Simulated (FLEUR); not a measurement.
Ge: equation of state with PBEsol

**Experimental background.**

“Sub-monolayer structures of Ag overlayers on Ge(111): experimental observations and first-principles study”, 2019, arxiv:1908.00180 quotes, for a bulk crystal of Ge: bulk modulus 75.8 GPa.

Crystal: Ge.

```
Ge
1.0
     0.00000    2.82891    2.82891
     2.82891    0.00000    2.82891
     2.82891    2.82891    0.00000
Ge
2
Cartesian
  4.2434 4.2434 4.2434
  2.8289 2.8289 2.8289
```

```json
{
  "Program": "FLEUR MaX-R8.1 (later development tree)",
  "Task": "equation of state",
  "Functional": "PBEsol",
  "Potentials or basis": "all-electron",
  "Basis": "FLAPW",
  "Kmax": "4.71 1/bohr",
  "k mesh": "8 × 8 × 8",
  "Occupations": "fermi-dirac, width 0.05 eV",
  "Spin": "no spin polarisation"
}
```

* Equilibrium volume: 22.85 Å³/atom
* Bulk modulus: 66 GPa
* Pressure derivative of the bulk modulus: 4.5 (rough: it moves with the points fitted)

Energy against volume, from the lowest point:
| volume (Å³/atom) | energy (meV/atom) |
| --- | --- |
| 21.281 | 25.13 |
| 21.733 | 11.97 |
| 22.639 | 0.00 |
| 23.545 | 3.60 |
| 23.997 | 10.42 |

Measured bulk modulus of Ge: 75.8 GPa (quoted in “Sub-monolayer structures of Ag overlayers on Ge(111): experimental observations and first-principles study”, 2019, arxiv:1908.00180). This calculation gives 66 GPa (-12.3 %). The fit is for a static lattice scaled at fixed shape and fixed fractional positions. The cell as given is a measured one (22.64 Å³/atom); PBEsol puts the equilibrium volume +0.9 % from it, thermal expansion not counted.
